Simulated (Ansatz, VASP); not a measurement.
# Sn in VASP and in Ansatz

INCAR

```
SYSTEM = Sn
  ALGO = Normal
  EDIFF = 1E-7
  ENCUT = 520
  GGA = PE
  ISIF = 2
  ISMEAR = -1
  LASPH = .True.
  LCHARG = .False.
  LREAL = .False.
  LWAVE = .False.
  NBANDS = 13
  NELM = 60
  PREC = Accurate
  SIGMA = 0.08
```

KPOINTS

```
k-points
0
Gamma
  12 12 12
  0 0 0
```

Contents of POSCAR:

```
Sn
1.0
    3.0901547768      0.0000000000      0.0000000000
    0.0000000000      3.0901547768      0.0000000000
    0.0000000000      0.0000000000      3.0901547768
Sn
1
Direct
    0.0000000000      0.0000000000      0.0000000000
```

Input for Ansatz:

```yaml
crystal:
  lattice:
    - [3.0901547768, 0.0, 0.0]
    - [0.0, 3.0901547768, 0.0]
    - [0.0, 0.0, 3.0901547768]
  atoms:
    - { symbol: Sn, position: [0.0, 0.0, 0.0] }
kpoints:
  mp_grid: { grid: [12, 12, 12] }
  band_path:
    path:
      - [0.0, 0.0, 0.0]
      - [0.0, 0.5, 0.0]
      - [0.5, 0.5, 0.0]
      - [0.0, 0.0, 0.0]
      - [0.5, 0.5, 0.5]
      - [0.0, 0.5, 0.0]
      - [0.5, 0.5, 0.5]
      - [0.5, 0.5, 0.0]
    npoints: 14
scf:
  occupations: { method: fermi_dirac, width: 0.08 }
hamiltonian:
  xc: pbe
  pseudopotentials: { kind: all_electron, lapw: { basis_error: 0.001 } }
output:
  forces: true
  stress: true
  eigenvalues: true
  populations: true
  dos: { projected: true, de: 0.2, e_range: [-14, 8] }
```

This isn't the form of Sn at room conditions, which is tetragonal (white tin).

Alike in both runs: task single point; functional PBE; k mesh 12 × 12 × 12; occupations fermi-dirac, width 0.08 eV; no spin polarisation.

|  | VASP | Ansatz |
| --- | --- | --- |
| version | VASP 6.6.1 | Ansatz 0.2.0 |
| potentials or method | VASP PAW PBE potentials, release 64 (Sn_d) | all-electron LAPW, scalar-relativistic |
| plane-wave cutoff (eV) | 520 | see its input |

Ansatz gave:

| Quantity | Value |
| --- | --- |
| pressure (GPa) | 0.0 |

Task: What did VASP give for the same quantities?

Result: Pressure (GPa): -0.1.

Ansatz ran all-electron here, so the differences hold the error of VASP's frozen core and of both bases.
